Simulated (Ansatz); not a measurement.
BN, DFT, PBE, PAW with Ansatz's default frozen-core files, scalar-relativistic (Ansatz 0.2.0), run on 1 thread of Intel(R) Xeon(R) 6975P-C (Granite Rapids) on a shared host.

The cell is COD entry 9008997, as deposited and not checked against the literature; nothing was relaxed. The listed cell was then made from it by scaling, straining or moving an atom.

Command: `ansatz run input.yaml --threads 1 --pin off --max-ram 4096MiB --backend cpu --events-out ev --progress --plain --runs-dir out`

```yaml
crystal:
  lattice:
    - [2.5039917043, 0.0125199585, 0.0125199585]
    - [-1.2411532501, 2.1622604475, 0.0045826229]
    - [0.033306, 0.033306, 6.6612]
  atoms:
    - { symbol: B, position: [0.3333333333, 0.6666666667, 0.25] }
    - { symbol: B, position: [0.6666666667, 0.3333333333, 0.75] }
    - { symbol: "N", position: [0.3333333333, 0.6666666667, 0.75] }
    - { symbol: "N", position: [0.6666666667, 0.3333333333, 0.25] }
kpoints:
  mp_grid: { grid: [11, 11, 4] }
scf:
  occupations: { method: fermi_dirac, width: 0.02 }
hamiltonian:
  xc: pbe
  pseudopotentials: { kind: paw }
output:
  forces: true
  stress: true
  eigenvalues: true
  efg: { contact_densities: true }
  write_density: true
  write_potential: true
  elf: true
  volumetric_format: npy
```

(1) How large is the problem that the program sets up?

(2) Estimate the wall time and the peak memory.

(3) And the same cell and mesh by crystal-made all-electron datasets, asked for forces, stress, eigenvalues, efg, on the same hardware?

## Answers

(1) 243 irreducible k-points, 699 plane waves at Γ, 12 bands.

(2) 4.2 s of wall time for 6 SCF iterations, with a peak of 0.44 GiB. Times on shared machines scatter by tens of per cent.

(3) 20 s, peak memory 1.1 GiB.
